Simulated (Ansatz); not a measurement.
# SrCl2, one cell by several methods

```xyz
3
Lattice="0.0000 3.4855 3.4855 3.4855 0.0000 3.4855 3.4855 3.4855 0.0000" Properties=species:S:1:pos:R:3 pbc="T T T"
Sr    0.0000    0.0000    0.0000
Cl    1.7428    1.7428    1.7428
Cl    5.2283    5.2283    5.2283
```

Atom numbers follow the list: Sr1, Cl2, Cl3.

The cell is COD entry 1541509, as deposited and not checked against the literature; nothing was relaxed.

Levels of theory: DFT, PBE, PAW with Ansatz's default frozen-core files, scalar-relativistic (Ansatz 0.2.0); DFT, PBE, all-electron LAPW, scalar-relativistic (Ansatz 0.2.0).

For PAW: a Γ-centred 8×8×8 k mesh, Fermi–Dirac smearing of 0.01 eV, cutoff 420 eV, no spin polarisation. LAPW targets a basis error of 1 meV/atom. The Ansatz runs share mesh, smearing and spin set-up. Plane-wave (PAW) pressures include the program's estimate of the Pulay term.

Stress and pressure are positive in compression.

Levels count from the top of the valence band.

```json
{"quantity": "pressure (GPa)", "PAW": "1.08", "LAPW": "1.08"}
{"quantity": "band gap (eV)", "PAW": "5.353", "LAPW": "5.352"}
{"quantity": "highest filled level at K (eV)", "PAW": "-0.109", "LAPW": "-0.109"}
{"quantity": "lowest empty level at K (eV)", "PAW": "5.957", "LAPW": "5.957"}
{"quantity": "highest filled level at X (eV)", "PAW": "0.000", "LAPW": "0.000"}
{"quantity": "lowest empty level at X (eV)", "PAW": "5.507", "LAPW": "5.507"}
{"quantity": "highest filled level at W (eV)", "PAW": "-0.102", "LAPW": "-0.102"}
{"quantity": "lowest empty level at W (eV)", "PAW": "6.234", "LAPW": "6.234"}
```

PAW's pressure differs from the LAPW value by about 0.01 GPa or less.
